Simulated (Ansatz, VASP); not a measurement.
# Two plane-wave programs on AlN

```xyz
4
Lattice="3.1822 0.0000 0.0000 -1.5911 2.7558 0.0000 0.0000 0.0000 5.1007" Properties=species:S:1:pos:R:3 pbc="T T T"
Al   -0.0895    1.8372    0.0088
Al    1.6805    0.9186    2.5592
N     0.0791    1.8372    1.9550
N     1.5119    0.9186    4.5053
```

Change from the starting cell: mode 4 frozen in at -0.088 Å, equal normal strain along x, y and z +0.0167.

Alike in both runs: task single point; functional PBE; k mesh 9 × 9 × 6; occupations gaussian, width 0.05 eV; no spin polarisation.

|  | VASP | Ansatz |
| --- | --- | --- |
| version | VASP 6.6.1 | Ansatz 0.2.0 |
| potentials or method | VASP PAW PBE potentials, release 64 (Al, N) | scalar-relativistic, plane waves, PAW |
| plane-wave cutoff (eV) | 520 | 520 |
| valence electrons in the cell | 16 | 16 |

Ansatz gave:

| Item | Value |
| --- | --- |
| gap on the k mesh at the Fermi level (eV) | 3.53 |
| least direct gap on the mesh (eV) | 3.53 |
| pressure (GPa) | -8.9 |
| largest component of the traceless stress (GPa) | 0.72 |
| rms of the force components (eV/Å) | 0.223 |

**Question.** What did VASP give for the same quantities?

**Answer.** gap on the k mesh at the Fermi level (eV): 3.53; least direct gap on the mesh (eV): 3.53; pressure (GPa): -9.1; largest component of the traceless stress (GPa): 0.74; rms of the force components (eV/Å): 0.224.

Atom by atom the forces differ by 0.001 eV/Å (rms over components). With one functional, cell and mesh, what is left measures potentials, basis and numerics.
